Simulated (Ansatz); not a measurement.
# Si: band gap under strain

How does strain move the band edges of Si (lonsdaleite), and do the functionals agree on it? States: +1.5 % equal strain in all directions; +2.5 % strain along z alone.

Program: Ansatz 0.2.0. PAW datasets, plane waves. No spin polarisation and no zero-point or thermal motion.

## (1) The system as given

The unstrained cell was relaxed with r2SCAN; in each strained cell the atoms were relaxed again with r2SCAN. Names of k-points are those of the unstrained zone, where strain can split equivalent points. First state: +1.5 % equal strain in all directions.

It is hexagonal, P6_3/mmc (No. 194); a = 3.890 Å, c = 6.436 Å in the conventional setting, 21.08 Å³ an atom. Near Si stand 4 Si at 2.39–2.41 Å.

The structure in full:

```cif
data_structure
_symmetry_space_group_name_H-M 'P6_3/mmc'
_symmetry_Int_Tables_number 194
_cell_length_a 3.8896
_cell_length_b 3.8896
_cell_length_c 6.4363
_cell_angle_alpha 90.000
_cell_angle_beta 90.000
_cell_angle_gamma 120.000
_cell_volume 84.33
loop_
_atom_site_label
_atom_site_type_symbol
_atom_site_symmetry_multiplicity
_atom_site_Wyckoff_symbol
_atom_site_fract_x
_atom_site_fract_y
_atom_site_fract_z
_atom_site_occupancy
Si1 Si 4 f 0.33333 0.66667 0.56296 1
```

From earlier runs on the unstrained cell: PBE 0.43 eV, r2SCAN 0.61 eV, HSE06 0.97 eV; a = 3.832 Å, c = 6.341 Å.

## (2) +1.5 % equal strain in all directions: PBE

input.yaml

```yaml
crystal:
  lattice:
    - [3.889611507, 0.0, 0.0]
    - [-1.9448057535, 3.3685023759, 0.0]
    - [0.0, 0.0, 6.436335092]
  atoms:
    - { symbol: Si, position: [0.3333333333, 0.6666666667, 0.0004593] }
    - { symbol: Si, position: [0.6666666667, 0.3333333333, 0.5004593] }
    - { symbol: Si, position: [0.3333333333, 0.6666666667, 0.3745407] }
    - { symbol: Si, position: [0.6666666667, 0.3333333333, 0.8745407] }
kpoints:
  mp_grid: { grid: [12, 12, 4] }
  band_path:
    path:
      - [0.0, 0.0, 0.0]
      - [0.5, 0.0, 0.0]
      - [0.3333333333, 0.3333333333, 0.0]
      - [0.0, 0.0, 0.5]
      - [0.5, 0.0, 0.5]
      - [0.3333333333, 0.3333333333, 0.5]
    npoints: 1
hamiltonian:
  xc: pbe
scf:
  occupations: { method: fermi_dirac, width: 0.02 }
  n_extra_bands: 5
output:
  forces: true
  stress: true
  eigenvalues: true
```

After this run come: +1.5 % equal strain in all directions: r2SCAN; +1.5 % equal strain in all directions: HSE06; +2.5 % strain along z alone: PBE; +2.5 % strain along z alone: r2SCAN; +2.5 % strain along z alone: HSE06.

Q: Predict the outcome of this session.

As calculated:

Least gap in eV (negative: overlap), with the change from the unstrained cell in brackets:

| state | volume change (%) | PBE | r2SCAN | HSE06 |
| --- | --- | --- | --- | --- |
| +1.5 % equal strain in all directions | +4.6 | 0.52 (+0.09) | 0.70 (+0.09) | 1.07 (+0.10) |
| +2.5 % strain along z alone | +2.5 | 0.55 (+0.12) | 0.74 (+0.13) | 1.10 (+0.13) |

**Reading.** The largest move of the HSE06 gap in the table is +0.129 eV, under +2.5 % strain along z alone. PBE and HSE06 differ by 0.55 eV on the unstrained gap, and by at most 0.00 eV on its change: the two disagree on the size of the gap but agree on its response to strain.
